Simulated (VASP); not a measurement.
MgSe:

```
Se Mg
1.0
     0.00000    2.72550    2.72550
     2.72550    0.00000    2.72550
     2.72550    2.72550    0.00000
Se Mg
1 1
Direct
  0.50000 0.50000 0.50000
  0.00000 0.00000 0.00000
```

```yaml
Program: VASP 6.6.1
Task: single point
Functional: PBE
Potentials_or_basis: VASP PAW PBE potentials, release 64 (Se, Mg)
Cutoff: 520 eV
k_mesh: 8 × 8 × 8
Occupations: fermi-dirac, width 0.05 eV
Spin: no spin polarisation
```

On this cell: pressure 1.9 GPa; largest force zero by symmetry; band gap on the k mesh 1.80 eV, indirect (least direct gap 2.60 eV).

The same run follows on a disturbed copy (atoms moved at random, drawn with an rms of 0.05 Å):

```
Se Mg
1.0
     0.00000    2.72550    2.72550
     2.72550    0.00000    2.72550
     2.72550    2.72550    0.00000
Se Mg
1 1
Cartesian
  2.7313 2.6832 2.7022
  -0.0481 -0.0144 -0.0162
```

What does the disturbed cell give?

The energy moves by +2.3 meV/atom; pressure 2.0 GPa; largest force 0.154 eV/Å; band gap on the k mesh 1.80 eV, indirect (least direct gap 2.60 eV).

Forces in eV/Å, atoms in the order of the input:
```
Se  -0.136  0.069  0.017
Mg   0.136 -0.069 -0.017
```

Stress tensor (GPa, compression positive):
```
2.17 0.02 0.00
0.02 1.96 0.00
0.00 0.00 1.89
```

A k mesh can miss the band edges.
